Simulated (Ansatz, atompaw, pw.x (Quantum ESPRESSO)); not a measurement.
**calcium: does the PAW (atompaw) potential hold in the solid?**

Ca, PAW, made with atompaw 4.2.0.5 (PBE, scalar-relativistic). Core [Ne], reference 3s2 3p6 3d0 4s2 4p0. Waves: 3s (bound); 4s (bound); 3p (bound); 4p (bound, empty); 3d (bound, empty); 3d channel at 1.95 Ry; 4f channel at 0.2 Ry. Local part: vpsmatchnc scheme with l = 4 at 1 Ry, radius 2.95 bohr. Core correction: smooth core density matched at 2.15 bohr. Augmentation charge: besselshape compensation charge, radius 2.65 bohr; PAW radius 3.00 bohr; waves and projectors: bloechl.

Crystal test: sc Ca in pw.x 7.5, no spin, 9³ k-points, Fermi–Dirac smearing 0.01 Ry, cutoffs 40/400 Ry. The reference is all-electron LAPW (Ansatz 0.2.0) with the same functional, mesh and smearing; V0 and B0 come from Birch–Murnaghan fits to the pressures at five volumes. Errors are pseudo minus all-electron; Δ is the rms difference of the E(V) curves that follow from these fits, minima aligned, over ±6 % about the mean V0. Mesh and smearing are coarse, so the numbers serve the comparison and aren't converged zero-temperature values; the lattice is a test structure that the element need not adopt.

All-electron: a0 = 3.537 Å (V0 = 44.24 Å³/atom), B0 = 10.4 GPa.

Q: How far does the potential miss the all-electron equation of state?

A: mean pressure error (GPa): +0.05; a0 (Å): 3.542; a0 error (%): +0.15; B0 error (%): +0.5; Δ (meV/atom): 0.5.

| V (Å³/atom) | P all-electron (GPa) | P pseudo (GPa) |
| --- | --- | --- |
| 42.077 | 0.56 | 0.62 |
| 43.185 | 0.26 | 0.32 |
| 44.292 | -0.01 | 0.04 |
| 45.399 | -0.26 | -0.21 |
| 46.507 | -0.48 | -0.44 |

Q: At the middle volume, how do free energy and pressure move when the wave cutoff is lowered (ecutrho held at 400 Ry)?

A:

| cutoff (Ry) | shift of F (meV/atom) | shift of P (GPa) |
| --- | --- | --- |
| 18 | +365.4 | -5.96 |
| 24 | +40.8 | -0.83 |
| 32 | +2.2 | -0.06 |

Input at the middle volume:

```
&control
  calculation='scf', prefix='x', pseudo_dir='./', outdir='./tmp', tstress=.true., disk_io='none'
/
&system
  ibrav=0, nat=1, ntyp=1, ecutwfc=40, ecutrho=400, nbnd=12,
  occupations='smearing', smearing='fd', degauss=0.01
/
&electrons
  conv_thr=1e-09, mixing_beta=0.4, electron_maxstep=70
/
ATOMIC_SPECIES
Ca 1.0 Ca.UPF
CELL_PARAMETERS angstrom
  3.53814068 0.00000000 0.00000000
  0.00000000 3.53814068 0.00000000
  0.00000000 0.00000000 3.53814068
ATOMIC_POSITIONS crystal
Ca 0.0000 0.0000 0.0000
K_POINTS automatic
9 9 9 0 0 0
```

```bash
pw.x < Ca.scf.in > Ca.scf.out
```

Lines of the output:

```
Message from routine setup:
     using ibrav=0 with symmetry is DISCOURAGED, use correct ibrav instead
     lattice parameter (alat)  =       6.6861  a.u.
     unit-cell volume          =     298.8972 (a.u.)^3
     number of electrons       =        10.00
     number of Kohn-Sham states=           12
     kinetic-energy cutoff     =      40.0000  Ry
     charge density cutoff     =     400.0000  Ry
     scf convergence threshold =      1.0E-09
     Exchange-correlation= SLA PW PBX PBC
     number of k points=    35  Fermi-Dirac smearing, width (Ry)=  0.0100
     iteration #  1     ecut=    40.00 Ry     beta= 0.40
     total energy              =    -133.49325513 Ry
     estimated scf accuracy    <       0.00300853 Ry
     iteration #  2     ecut=    40.00 Ry     beta= 0.40
     total energy              =    -133.49421051 Ry
     estimated scf accuracy    <       0.00103217 Ry
     iteration #  3     ecut=    40.00 Ry     beta= 0.40
     total energy              =    -133.49428570 Ry
     estimated scf accuracy    <       0.00002875 Ry
     iteration #  4     ecut=    40.00 Ry     beta= 0.40
     total energy              =    -133.49428866 Ry
     estimated scf accuracy    <       0.00000152 Ry
     iteration #  5     ecut=    40.00 Ry     beta= 0.40
     total energy              =    -133.49428903 Ry
     estimated scf accuracy    <       0.00000146 Ry
     iteration #  6     ecut=    40.00 Ry     beta= 0.40
     total energy              =    -133.49428926 Ry
     estimated scf accuracy    <          2.0E-09 Ry
     iteration #  7     ecut=    40.00 Ry     beta= 0.40
     the Fermi energy is     4.7144 ev
!    total energy              =    -133.49428927 Ry
     estimated scf accuracy    <          6.4E-10 Ry
     smearing contrib. (-TS)   =      -0.00522204 Ry
     convergence has been achieved in   7 iterations
          total   stress  (Ry/bohr**3)                   (kbar)     P=        0.37
     Message from routine punch:
     Nothing written, as per user request (disk_io='none')
```

The 8 pw.x runs together took about 1.7 min on one core of a shared server CPU.
